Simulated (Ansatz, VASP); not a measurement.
# Two plane-wave programs on Ba

```
Ba
1.0
     3.93497   -0.01251   -0.04771
    -0.01251    4.00632   -0.02375
    -0.04301   -0.02141    3.65939
Ba
1
Direct
  0.50183 0.49996 0.49256
```

Change from the starting cell: cell strained at random at fixed volume.

Alike in both runs: task single point; functional PBE; k mesh 7 × 7 × 7; occupations fermi-dirac, width 0.05 eV; no spin polarisation.

```csv
,VASP,Ansatz
version,VASP 6.6.1,Ansatz 0.2.0
potentials or method,"VASP PAW PBE potentials, release 64 (Ba_sv)",Ansatz PAW
plane-wave cutoff (eV),520,420
valence electrons in the cell,10,10
```

|  | VASP | Ansatz | Ansatz less VASP |
| --- | --- | --- | --- |
| gap on the k mesh at the Fermi level (eV) | none | none | - |
| pressure (GPa) | 0.8 | 0.6 | -0.18 |
| largest component of the traceless stress (GPa) | 2.23 | 2.14 | -0.084 |

A gap of «none» marks a metal or a gap that the smearing closes.

The runs have no spin-orbit coupling, so splittings on Ba are missing.
